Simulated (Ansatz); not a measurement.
**GaSe: field gradients at two levels of theory**

Cell: a COD entry whose atoms were relaxed with PBE, the cell held.

```yaml
crystal:
  lattice:
    - [3.75000, 0.00000, 0.00000]
    - [-1.87500, 3.24760, 0.00000]
    - [0.00000, 0.00000, 15.92000]
  atoms:
    - { symbol: Ga, position: [0.33333, 0.66667, 0.92767] }
    - { symbol: Ga, position: [0.66667, 0.33333, 0.42767] }
    - { symbol: Ga, position: [0.33333, 0.66667, 0.57233] }
    - { symbol: Ga, position: [0.66667, 0.33333, 0.07233] }
    - { symbol: Se, position: [0.33333, 0.66667, 0.15638] }
    - { symbol: Se, position: [0.66667, 0.33333, 0.65638] }
    - { symbol: Se, position: [0.33333, 0.66667, 0.34362] }
    - { symbol: Se, position: [0.66667, 0.33333, 0.84362] }
```

Atom numbers follow the list; atoms alike are taken as one site, whose name carries the number of the first.

First run. Level of theory: DFT, PBE, plane waves and PAW, scalar-relativistic, 420 eV cutoff, Γ-centred 14×14×3 k-points, Fermi–Dirac smearing 0.05 eV (Ansatz 0.2.0).

```tsv
site	atom	V_zz (10²¹ V/m²)	η
Ga	1	0.053	0.00
Se	5	16.64	0.00
```

Second run. The same atoms and settings, except that spin–orbit coupling is included (fully relativistic PAW files).

(1) What does the second run give?

## Answers

(1) 

```tsv
site	atom	V_zz	η	change of V_zz
Ga	1	0.051	0.00	0.00
Se	5	16.50	0.00	-0.14
```

The largest change of V_zz is on Se, from 16.64 to 16.50. In per cent, |V_zz| changes by -1 on Se (all sites that start above 2).

The run finds no gap above 0.1 eV (a metal, or nearly one), so the gradients can move by 10 % or more with the k-mesh.
